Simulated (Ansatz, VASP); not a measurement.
**One calculation of B, two programs**

```
B
1.0
     4.53769    0.00000    0.00000
     0.00000    4.53769    0.00000
     0.00000    0.00000    3.20902
B
8
Direct
  0.07481 0.29563 0.25767
  0.92519 0.70437 0.75767
  0.70437 0.07481 0.00767
  0.29563 0.92519 0.50767
  0.29563 0.07481 0.99233
  0.70437 0.92519 0.49233
  0.92519 0.29563 0.74233
  0.07481 0.70437 0.24233
```

Alike in both runs: functional PBE; k mesh 4 × 4 × 6; occupations gaussian, width 0.1 eV; no spin polarisation.

Ansatz relaxed the structure, and its values are those at the end. VASP's run is a single point on that final structure, the one shown.

|  | VASP | Ansatz |
| --- | --- | --- |
| version | VASP 6.6.1 | Ansatz 0.2.0 |
| potentials or method | VASP PAW PBE potentials, release 64 (B) | scalar-relativistic, plane waves, PAW |
| plane-wave cutoff (eV) | 520 | 420 |
| valence electrons in the cell | 24 | 24 |

Ansatz gave:

| Quantity | Value |
| --- | --- |
| gap on the k mesh at the Fermi level (eV) | 0.09 |
| least direct gap on the mesh (eV) | 0.40 |
| pressure (GPa) | -0.1 |
| rms of the force components (eV/Å) | 0.006 |

Problem. What did VASP give for the same quantities?

Solution. gap on the k mesh at the Fermi level (eV): 0.10; least direct gap on the mesh (eV): 0.41; pressure (GPa): -0.1; rms of the force components (eV/Å): 0.006.

The functional is the same, so the differences come from potentials, cutoffs and numerics.
